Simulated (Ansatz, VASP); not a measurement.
# Mo (linear Mo chain) in two plane-wave programs

Aim: how closely do two programs agree when they are given the same cell, functional and k mesh? The structure shown is the end of the Ansatz relaxation below.

Program: Ansatz 0.2.0. Level of theory: plane waves, with VASP 6.6.1 beside it; single point at PBEsol. Results are calculated unless marked as measured.

### 1. Starting point

The cell holds 1 atom: 1 Mo. Cell: a = 7.500 Å, b = 7.500 Å, c = 2.183 Å, α = 90.0°, β = 90.0°, γ = 90.0°. Vacuum lies along a and b. The structure's axis is c.

### 2. Ansatz: relaxation, PBEsol

Ansatz runs on its default PAW (the set named soft_2) files.

This run makes the geometry at which the two programs are then compared.

The input, input.yaml:

```yaml
crystal:
  lattice:
    - [7.5, 0.0, 0.0]
    - [0.0, 7.5, 0.0]
    - [0.0, 0.0, 2.8644]
  atoms:
    - { symbol: Mo, position: [0.5, 0.5, 0.0], spin: 3.0 }
magnetization:
  spin_polarized: true
kpoints:
  mp_grid: { grid: [1, 1, 28] }
scf:
  occupations: { method: fermi_dirac, width: 0.05 }
hamiltonian:
  xc: pbesol
relax:
  cell: { fix: [a, b, alpha, beta, gamma] }
  max_steps: 60
```

On the command line:

```sh
$ ansatz run input.yaml --threads 4 --pin off --max-ram 8192MiB --backend cpu --events-out ev --progress --plain --runs-dir out
```

Numbers of over 12 decimals in the logs are rounded to 6 here.

Log:

```text
Engine: ansatz 0.2.0, aarch64-unknown-linux-gnu
Pseudopotentials: kind: paw
Pseudopotential: Mo, paw, valence charge 14, recommended cutoff 420 eV (normal), Mo.paw.azcp
Functional definition: PBEsol
  exchange = pbesol_x
  correlation = pbesol_c
Crystal: 1 atoms, lattice volume = 161.123 Å³
Basis set: ecut = 420 eV, 3145 PW (Γ), exchange–correlation on 108×108×40 points (8 copies of the dense FFT grid, shifted against one another)
Bands: 13, of which v1, the nominal top of the filled ones, is band 7 counted from 1 (6 counted from 0)
Symmetry: 16 space group operations
Space group: P4/mmm (ITA 123), of the structure as read, at distance tolerance 5.4e-5 Å
Magnetic group: BNS 123.339 (UNI 999), of the structure as read, at distance tolerance 5.4e-5 Å
k-points: 15 of 28
Non-local potential: Mo, projectors of the file, l = 0: 3, l = 1: 2, l = 2: 2, l = 3: 1
PAW form: soft (Blöchl's): semilocal exchange-correlation on the pseudo side does not see the compensation charge
PAW frozen core: Mo, regenerated for the run's functional, and the local potential with it (the file was generated under x = pbe(κ = 0.804, μ = 0.219515), c = pbe(β = 0.066725))
PAW one-centre angular grid: Mo, 590 points (default); XC on 64 Gauss nodes
Initial density: superposition of atomic densities (neutral atoms: chi_scale 0, normalization atom)
Starting moments: Σ|m| = 3 μB on 1 of 1 site
Initial wavefunctions: pseudopotential atomic-orbital guess
Functional: x = pbesol(κ = 0.804, μ = 0.123457), c = pbesol(β = 0.046)
iter 1 solved again at ethr=3.06e-3 eV; its pass at ethr=3.10e-3 eV (dr2=4.28e-1 eV) is discarded
SCF iter   1: F=—  HF=-4891.168681 eV  |F-HF|=—  |Δ(HF+E_count)|=         —  Δρ=1.33e-2 (↑1.10e-2 ↓1.33e-2)  dr2=4.32e-1  dr2_m=1.44e-1  M=3.390 μB ∫|m|=3.390 μB  β_m=0.30  ethr=3.06e-3  ⟨swp⟩=1.0  Hψ=2660  notcnv=0
Mixer restart at iter 1: flushing history
preconditioner: auto → LDOS  [metal: Δε(μ)=0.026 eV  Ē_g=4.061 eV  σ=0.050 eV  W_gap=0.13  n_scr=12 (ndim 8)  ℏωp=7.2 eV  f_vac=0.605  D(μ)=3.89/eV (n_scr^D=20)]
spin=Collinear: LDOS preconditioning applied to the charge; magnetization (m = ρ↑ − ρ↓) channel mixes plain (no charge-response kernel on spin).
SCF iter   2: F=—  HF=-4891.144733 eV  |F-HF|=—  |Δ(HF+E_count)|=   2.39e-2  Δρ=1.02e-2 (↑8.54e-3 ↓1.02e-2)  dr2=2.33e-1  dr2_m=8.97e-2  M=3.498 μB ∫|m|=3.498 μB  β_m=0.65  ethr=3.06e-3  ⟨swp⟩=1.8  Hψ=501  notcnv=0
SCF iter   3: F=—  HF=-4891.254836 eV  |F-HF|=—  |Δ(HF+E_count)|=         —  Δρ=3.94e-3 (↑3.94e-3 ↓3.67e-3)  dr2=8.10e-3  dr2_m=1.55e-2  M=3.886 μB ∫|m|=3.886 μB  β_m=0.65  ethr=1.66e-3  ⟨swp⟩=3.0  Hψ=803  notcnv=0
Mixer restart at iter 3: flushing history
SCF iter   4: F=—  HF=-4891.263559 eV  |F-HF|=—  |Δ(HF+E_count)|=   8.72e-3  Δρ=2.18e-3 (↑2.18e-3 ↓2.06e-3)  dr2=2.35e-3  dr2_m=5.36e-3  M=3.954 μB ∫|m|=3.954 μB  β_m=0.82  ethr=5.79e-5  ⟨swp⟩=2.6  Hψ=755  notcnv=0  defer=2
SCF iter   5: F=—  HF=-4891.267889 eV  |F-HF|=—  |Δ(HF+E_count)|=   4.33e-3  Δρ=7.39e-4 (↑7.39e-4 ↓7.06e-4)  dr2=1.88e-4  dr2_m=6.88e-4  M=4.090 μB ∫|m|=4.090 μB  β_m=0.91  ethr=1.68e-5  ⟨swp⟩=2.8  Hψ=763  notcnv=0  defer=2
SCF iter   6: F=—  HF=-4891.269454 eV  |F-HF|=—  |Δ(HF+E_count)|=   1.56e-3  Δρ=4.58e-4 (↑4.58e-4 ↓4.37e-4)  dr2=1.42e-4  dr2_m=2.49e-4  M=4.186 μB ∫|m|=4.186 μB  β_m=0.96  ethr=1.34e-6  ⟨swp⟩=2.0  Hψ=752  notcnv=0  defer=2
SCF iter   7: F=—  HF=-4891.269877 eV  |F-HF|=—  |Δ(HF+E_count)|=   4.23e-4  Δρ=2.44e-4 (↑2.44e-4 ↓1.61e-4)  dr2=6.98e-5  dr2_m=4.44e-5  M=4.276 μB ∫|m|=4.276 μB  β_m=0.89  ethr=1.01e-6  ⟨swp⟩=2.1  Hψ=769  notcnv=0  defer=2
[...]
SCF 1 converged in 11 iterations: F = -4891.269964 eV  dr2 = 1.96e-10
  greatest PAW one-centre occupation: 0.999 electrons in one spin orbital (limit 2), on the Mo atom at site 0 (counted from 0), in its partial waves of l = 0
[...]
Crystal: 1 atoms, lattice volume = 122.796 Å³
[...]
preconditioner: auto → Resta (q_TF=auto, 1.900 Å⁻¹)  ε∞=2.8  [insulator: Δε(μ)=0.197 eV  Ē_g=6.040 eV  σ=0.050 eV  W_gap=0.62  n_scr=20 (ndim 8)  ℏωp=8.2 eV  f_vac=0.629  D(μ)=2.48/eV (n_scr^D=20)  ε∞_Penn≈2.8  vacuum switching on, ρ_ref=2.6e-3 e/Å³]
spin=Collinear: Resta preconditioning applied to the charge; magnetization (m = ρ↑ − ρ↓) channel mixes plain (no charge-response kernel on spin).
[...]
SCF iter   8: F=-4892.442515 eV  HF=-4892.442515 eV  |F-HF|=5.42e-10  |Δ(HF+E_count)|=   1.72e-9  Δρ=4.55e-7 (↑4.55e-7 ↓2.75e-7)  dr2=7.90e-10  dr2_m=9.46e-11  M=0.000 μB ∫|m|=0.000 μB  β_m=0.99  ethr=1.70e-11  ⟨swp⟩=1.2  Hψ=1094  notcnv=0
SCF iter   9: F=-4892.442515 eV  HF=-4892.442515 eV  |F-HF|=1.73e-11  |Δ(HF+E_count)|=  4.00e-11  Δρ=1.01e-7 (↑5.28e-8 ↓1.01e-7)  dr2=3.56e-11  dr2_m=2.39e-12  M=0.000 μB ∫|m|=0.000 μB  ethr=5.64e-12  ⟨swp⟩=1.0  Hψ=966  notcnv=0
the starting moments were not kept: the SCF closed with an absolute magnetisation of 8.3e-6 μB, where they sum to 3 μB in size (1 site). That is at most 0.1 of that sum. Measured as dr2_m measures the in/out step, that magnetisation stands 1.1e-11 eV from none, at or under the dr2_threshold of 1.0e-7 eV: it is no larger than a step whose dr2_m would equal this threshold.
SCF 8 converged in 9 iterations: F = -4892.442515 eV  dr2 = 3.56e-11
relax step   8: F+E_penalty+E_count = -4892.44251548 eV  Δ(F+E_penalty+E_count) = -1.102e-3 eV  max|allowed force component| = 0.000e0 eV/Å  Δτ_max = 0.0000 Å  P = -0.183 GPa  Ω = 122.796 Å³  energy of the carried Pulay correction = +5.996e-4 eV  fix = [a, b, alpha, beta, gamma]  reactions: a -0.278, b -0.278 GPa  (9 SCF iters, dr2 threshold 1.00e-7 eV, accepted)
Basis set: ecut = 420 eV, 2431 PW (Γ), exchange–correlation on 108×108×30 points (8 copies of the dense FFT grid, shifted against one another)
Initial wavefunctions: pseudopotential atomic-orbital guess (no wavefunctions were taken with the density)
iter 1 solved again at ethr=1.22e-7 eV; its pass at ethr=3.10e-3 eV (dr2=1.71e-5 eV) is discarded
SCF iter   1: F=—  HF=-4892.442217 eV  |F-HF|=—  |Δ(HF+E_count)|=         —  Δρ=4.08e-5 (↑4.08e-5 ↓4.08e-5)  dr2=8.55e-7  dr2_m=5.55e-12  M=0.000 μB ∫|m|=0.000 μB  β_m=0.65  ethr=1.22e-7  ⟨swp⟩=3.9  Hψ=3546  notcnv=0
preconditioner: auto → Resta (q_TF=auto, 1.900 Å⁻¹)  ε∞=2.8  [insulator: Δε(μ)=0.188 eV  Ē_g=6.056 eV  σ=0.050 eV  W_gap=0.59  n_scr=20 (ndim 8)  ℏωp=8.2 eV  f_vac=0.630  D(μ)=2.48/eV (n_scr^D=20)  ε∞_Penn≈2.8  vacuum switching on, ρ_ref=2.7e-3 e/Å³]
spin=Collinear: Resta preconditioning applied to the charge; magnetization (m = ρ↑ − ρ↓) channel mixes plain (no charge-response kernel on spin).
SCF iter   2: F=—  HF=-4892.442218 eV  |F-HF|=—  |Δ(HF+E_count)|=   1.44e-6  Δρ=1.45e-5 (↑1.45e-5 ↓1.45e-5)  dr2=1.10e-7  dr2_m=2.26e-12  M=0.000 μB ∫|m|=0.000 μB  β_m=0.61  ethr=6.11e-9  ⟨swp⟩=2.0  Hψ=602  notcnv=0
SCF iter   3: F=—  HF=-4892.442218 eV  |F-HF|=—  |Δ(HF+E_count)|=   1.43e-7  Δρ=2.32e-6 (↑2.32e-6 ↓2.32e-6)  dr2=2.63e-9  dr2_m=7.96e-13  M=0.000 μB ∫|m|=0.000 μB  β_m=0.64  ethr=7.86e-10  ⟨swp⟩=2.1  Hψ=478  notcnv=0
SCF iter   4: F=—  HF=-4892.442218 eV  |F-HF|=—  |Δ(HF+E_count)|=   5.75e-9  Δρ=2.87e-7 (↑2.84e-7 ↓2.87e-7)  dr2=1.61e-10  dr2_m=3.46e-13  M=0.000 μB ∫|m|=0.000 μB  β_m=0.82  ethr=1.88e-11  ⟨swp⟩=2.2  Hψ=606  notcnv=0
SCF iter   5: F=—  HF=-4892.442218 eV  |F-HF|=—  |Δ(HF+E_count)|=   6.90e-9  Δρ=6.38e-8 (↑5.32e-8 ↓6.38e-8)  dr2=2.47e-11  dr2_m=1.11e-13  M=0.000 μB ∫|m|=0.000 μB  β_m=0.91  ethr=1.15e-12  ⟨swp⟩=2.2  Hψ=559  notcnv=0
SCF iter   6: F=—  HF=-4892.442218 eV  |F-HF|=—  |Δ(HF+E_count)|=  7.00e-11  Δρ=1.17e-8 (↑7.82e-9 ↓1.17e-8)  dr2=7.38e-13  dr2_m=1.57e-14  M=0.000 μB ∫|m|=0.000 μB  β_m=0.96  ethr=1.00e-12  ⟨swp⟩=1.7  Hψ=437  notcnv=0
SCF iter   7: F=-4892.442218 eV  HF=-4892.442218 eV  |F-HF|=0.00e0  |Δ(HF+E_count)|=  9.09e-13  Δρ=6.32e-9 (↑6.32e-9 ↓5.24e-9)  dr2=2.68e-13  dr2_m=2.16e-15  M=0.000 μB ∫|m|=0.000 μB  ethr=1.00e-12  ⟨swp⟩=4.0  Hψ=1330  notcnv=0
the starting moments were not kept: the SCF closed with an absolute magnetisation of 2.9e-7 μB, where they sum to 3 μB in size (1 site). That is at most 0.1 of that sum. Measured as dr2_m measures the in/out step, that magnetisation stands 1.3e-14 eV from none, at or under the dr2_threshold of 1.0e-11 eV: it is no larger than a step whose dr2_m would equal this threshold.
SCF 9 converged in 7 iterations: F = -4892.442218 eV  dr2 = 2.68e-13
relax step   9: F+E_penalty+E_count = -4892.44221842 eV  Δ(F+E_penalty+E_count) = +2.971e-4 eV  max|allowed force component| = 0.000e0 eV/Å  Δτ_max = 0.0000 Å  P = -0.183 GPa  Ω = 122.796 Å³  fix = [a, b, alpha, beta, gamma]  reactions: a -0.279, b -0.279 GPa  stress off target by 6.97e-3 GPa on what of the cell is left free  SCF on the basis re-selected at this cell (its energy is not comparable with the rows above)  (7 SCF iters)
basis re-selected at this cell: Δ(F+E_penalty+E_count) = +2.971e-4 eV, ΔP = -0.001 GPa vs the last step (what re-selecting the basis moved, of the pressure what is left beyond the Pulay correction that the steps carried, after the strain that the cell walked since its last selection, with what the two solves' SCF thresholds leave and, on support functions, any second-order correction that the steps lacked; it is no measure of the basis error at this ecutwfc). The dense FFT grid was sized anew with the basis: this SCF ran on 54×54×15 points, the steps before it on 54×54×20, so part of this shift can come from that change (see relax.cell in the input reference). [rest of the remark cut]
SCF converged after 7 iterations
Magnetization: 0.0000 μB (7.0000 up, 7.0000 down)
Absolute magnetization: 0.0000 μB (∫|ρ↑−ρ↓|, with the PAW one-centre terms)
Spin contamination: 0.0000 ħ² per cell (⟨S²⟩ above its minimum at these occupations)
Per-site moments (μB) at R_I (Å): [(1.3190281837015926e-7, 0.900506)]
Free energy (F): -4892.442218 eV
Harris-Foulkes:  -4892.442218 eV  (|F-HF|=0.00e0)
Internal energy: -4892.422167 eV  (E = F + TS)
E sigma→0 (E₀):  -4892.432193 eV
Entropy (-TS):   -0.020051 eV (-20.051 meV/atom)
Fermi energy:    -1.418121 eV
--- Per-component energies (eV) ---
  E_band       = -359.072044
  E_kinetic    = 442.333101
  E_local      = -3244.895439  (includes V_loc(G=0)·N_el)
  E_nonlocal   = 150.970940
  E_hartree    = 1331.840504
  E_xc         = -178.239038
  E_vxc        = -222.925502  (∫ρ·V_xc dr)
  E_paw        = -3146.051753  (= ΣΔE_a)
  E_vpaw       = -148.236220  (= ΣTr[D̂ρ^β])
  E_aug_tail   = 0.000040  (compensation charges beyond the density's cutoff)
  E_ewald      = -248.589822
  E_core_change = 0.209299  (= ΣΔE_core)
  E_smearing   = -0.020051  (= −TS)
  E_closure    = -0.000000  (closes the sum)
  Σ components = -4892.442218   (vs F -4892.442218, Δ=0.00e0)
--- Forces (eV/Å), atoms counted from 1 ---
  atom   1  Mo     0.00000000     0.00000000     0.00000000
  max |Σ_I F_I| component: 1.14e-28 eV/Å
--- Stress (GPa, compression-positive) ---
       -0.278695       0.000000       0.000000
        0.000000      -0.278695       0.000000
        0.000000       0.000000       0.006966
  P = ⅓ Tr σ = -0.1835 GPa (-1.835 kbar)
--- Relaxed structure (8 steps of the walk, 8 accepted, 1 SCFs on fresh bases) ---
  F+E_penalty+E_count = -4892.44221842 eV   max|allowed force component| = 0.000e0 eV/Å   (the final SCF, on the basis selected at the relaxed cell)
  cell:  # Å, volume = 122.7962 Å³
    - [7.5, 0.0, 0.0]
    - [0.0, 7.5, 0.0]
    - [0.0, 0.0, 2.183044]
  atoms:
    - { symbol: Mo, position: [0.5, 0.5, 0.0] }
```

[end of part 1 of 2]

[Lines on the potential files, build, host, timing and source positions are cut from VASP's logs without a mark.]

[Logs are printed without paths, hosts, clocks, repeated set-up lines and the standing remarks that a program may print on its own settings, such as how far it seeks lower states.]

[Hosts, paths, dates, database ids (printed as entryN), source tags and the programs' standing remarks are cut or masked in the printed files.]
